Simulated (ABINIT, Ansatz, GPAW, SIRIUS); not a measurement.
## TiAl: 5 runs at one level of theory

```
CELL_PARAMETERS angstrom
2.86726 0.00000 0.00000
-1.43363 2.48312 0.00000
0.00000 0.00000 4.67808
ATOMIC_POSITIONS crystal
Ti 0.00000 0.00000 0.00000
Al 0.33333 0.66667 0.50000
```

The cell comes from a database or a generator and needn't be the stable form of this composition.

Alike in all runs: task single point; functional PBEsol; k mesh 11 × 11 × 6; occupations fermi-dirac, width 0.05 eV; no spin polarisation; no spin-orbit coupling. Pressure is positive in compression and, in plane waves, holds the error of the finite cutoff, which Ansatz's Pulay term estimates and takes out.

```
                                        program and potentials  plane-wave cutoff (eV)                                                                                   notes  pressure (GPa)
                                            Ansatz, Ansatz PAW                     420  potentials made for PBE, which Ansatz adapts in part; Pulay term of +0.04 GPa included           -2.84
             GPAW, PAW data sets generated for this functional                     600                                                                                       -           -2.95
                Ansatz, all-electron LAPW, scalar-relativistic                       -                                                                                       -           -2.86
SIRIUS, PseudoDojo 0.4.1 PBEsol standard (scalar relativistic)                    1152                                                                                       -           -2.89
               ABINIT, PseudoDojo NC SR PBEsol v0.4.1 standard                    1143                                                                                       -           -2.89
```

The pressure spans -2.95 (GPAW, PAW data sets generated for this functional) to -2.84 GPa (Ansatz, Ansatz PAW), with all-electron results at -2.86.

Differences between rows come from potentials, basis sets and numerical settings, since the functional is the same but for its coding. Runs on potential files found faulty are left out.
